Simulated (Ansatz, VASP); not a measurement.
TlH5: VASP beside Ansatz

```
Tl H
1.0
     3.63039    0.00000    0.00000
    -1.81519    3.14401    0.00000
     0.00000    0.00000    4.42142
Tl H
1 5
Direct
  0.00000 0.00000 0.00000
  0.33333 0.66667 0.00000
  0.66667 0.33333 0.00000
  0.50000 0.00000 0.50000
  0.50000 0.50000 0.50000
  0.00000 0.50000 0.50000
```

Change from the starting cell: species swapped into the DyNi5 type (P6/mmm, No. 191).

Alike in both runs: functional PBE; k mesh 6 × 6 × 6; occupations gaussian, width 0.1 eV; no spin polarisation.

Ansatz relaxed the structure, and its values are those at the end. VASP's run is a single point on that final structure, the one shown.

|  | VASP | Ansatz |
| --- | --- | --- |
| version | VASP 6.6.1 | Ansatz 0.2.0 |
| potentials or method | VASP PAW PBE potentials, release 64 (Tl_d, H) | scalar-relativistic, plane waves, PAW |
| plane-wave cutoff (eV) | 520 | 420 |
| valence electrons in the cell | 18 | 18 |

|  | VASP | Ansatz | Ansatz less VASP |
| --- | --- | --- | --- |
| gap on the k mesh at the Fermi level (eV) | none | none | - |
| pressure (GPa) | -0.2 | 0.0 | +0.17 |

A gap of «none» marks a metal or a gap that the smearing closes.

Spin-orbit coupling is left out, which matters for the levels of Tl.
